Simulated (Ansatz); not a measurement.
# C: stress in a strained cell

Aim: deform C (equal xx and yy strain of +3 %) and compute stress, forces and field gradients with LAPW, PAW and all-electron datasets made for the crystal.

Computed with Ansatz 0.2.0 (DFT PBE, scalar-relativistic, unless a step's input says otherwise).

10 further runs of the same task are left out: 10 that didn't finish.

### 1 The structure to begin with

The structure is orthorhombic, space group Fmmm (No. 69). The conventional cell has a = 2.456 Å, b = 4.254 Å, c = 6.696 Å, α = 90.00°, β = 90.00°, γ = 90.00°. C (site symmetry m2m) is surrounded by 3 C at 1.42 Å.

As a file:

```
C
1.0
     0.00000    2.12700    3.34800
     1.22800    0.00000    3.34800
     1.22800    2.12700    0.00000
C
2
Direct
  0.16667 0.83333 0.16667
  0.83333 0.16667 0.83333
```

Atoms are numbered in the order of the input: C1, C2.

### 2 The deformed structure

Space group Fmmm before, Fmmm after.

### 3 All-electron LAPW

The input, input.yaml:

```yaml
crystal:
  lattice:
    - [0.0, 2.19081, 3.348]
    - [1.26484, 0.0, 3.348]
    - [1.26484, 2.19081, 0.0]
  atoms:
    - { symbol: C, position: [0.16667, 0.83333, 0.16667] }
    - { symbol: C, position: [0.83333, 0.16667, 0.83333] }
kpoints:
  mp_grid: { grid: [18, 18, 18] }
  band_path:
    path:
      - [0.0, 0.0, 0.0]
      - [0.5, 0.0, 0.5]
      - [1.0, 0.5, 0.5]
      - [0.5, 0.5, 0.0]
      - [0.0, 0.0, 0.0]
      - [0.0, 0.3690113422, 0.3690113422]
      - [1.0, 0.6309886578, 0.6309886578]
      - [1.0, 0.5, 0.5]
      - [0.5, 0.0, 0.5]
    npoints: 5
scf:
  occupations: { method: fermi_dirac, width: 0.05 }
hamiltonian:
  xc: pbe
  pseudopotentials: { kind: all_electron, lapw: { basis_error: 0.00025 } }
output:
  forces: true
  stress: true
  eigenvalues: true
```

On the command line:

```sh
ansatz run input.yaml --threads 1 --pin off --max-ram 3072MiB --backend cpu --events-out ev --progress --plain --runs-dir out
```

### 4 PAW with frozen cores

The input, input.yaml:

```yaml
crystal:
  lattice:
    - [0.0, 2.19081, 3.348]
    - [1.26484, 0.0, 3.348]
    - [1.26484, 2.19081, 0.0]
  atoms:
    - { symbol: C, position: [0.16667, 0.83333, 0.16667] }
    - { symbol: C, position: [0.83333, 0.16667, 0.83333] }
kpoints:
  mp_grid: { grid: [18, 18, 18] }
scf:
  occupations: { method: fermi_dirac, width: 0.05 }
hamiltonian:
  xc: pbe
  pseudopotentials: { kind: paw }
output:
  forces: true
  stress: true
  eigenvalues: true
  efg: { contact_densities: true }
```

### 5 Datasets made for this crystal

input.yaml: that of step 4 with these lines changed.

```diff
@@ -14,3 +14,3 @@
   xc: pbe
-  pseudopotentials: { kind: paw }
+  pseudopotentials: { kind: all_electron, datasets: crystal }
 output:
```

(Steps that only read results are left out.)

What does the calculation give? Wanted: pressure; largest shear or deviatoric stress.

The runs gave:

| quantity | value |
| --- | --- |
| pressure | LAPW -17.73, PAW -17.68, crystal datasets -17.73 GPa |
| largest shear or deviatoric stress (LAPW) | 21.70 GPa |

The largest part of the stress beyond the pressure is 21.70 GPa in size, in the zz component; the atoms are carried along and not relaxed. No run of the undeformed cell stands beside it, so the pressure holds what the given cell had before the change. PAW: stress within 0.09 GPa of LAPW. Crystal datasets: stress within 0.01 GPa of LAPW.
